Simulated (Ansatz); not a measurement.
Crystal: NiO.

```xyz
2
Lattice="0.0000 2.0859 2.0859 2.0859 0.0000 2.0859 2.0859 2.0859 0.0000" Properties=species:S:1:pos:R:3 pbc="T T T"
Ni    0.0000    0.0000    0.0000
O     2.0859    2.0859    2.0859
```

Base run:

| Quantity | Value |
| --- | --- |
| Program | Ansatz 0.2.0 |
| Functional | PBEsol |
| Potentials or basis | Ansatz PAW |
| Cutoff | 420 eV (not typed: the program's choice for these potentials) |
| k mesh | 11 × 11 × 11 |
| Occupations | fermi-dirac, width 0.05 eV |
| Spin | collinear spin, ferromagnetic start |
| Starting moments | [1.0, 0.0] μB |
| Hubbard terms | Ni d U = 4 eV |

Its results: band gap on the k mesh 1.03 eV, indirect (least direct gap 1.83 eV); pressure 2.2 GPa; net moment 2.00 μB per cell; site moments Ni +1.66; O +0.27 μB.

The run is repeated on the same cell with these changes: hubbard terms from Ni d U = 4 eV to Ni d U = 2 eV. What comes out?

Band gap on the k mesh 0.10 eV, indirect (least direct gap 1.02 eV); pressure 0.4 GPa; net moment 1.99 μB per cell; site moments Ni +1.61; O +0.32 μB.

Caveats: the magnetic or orbital state may not be the lowest; odd divisions of the mesh miss points on the zone boundary, where band edges often lie, so the gap on the mesh can be too wide; a cell with one magnetic atom can't hold antiferromagnetic order, which such compounds often take; the PAW data sets come from PBE, with cores solved anew for the run's functional, which leaves a small shift of forces and pressure.

A k mesh can miss the band edges.
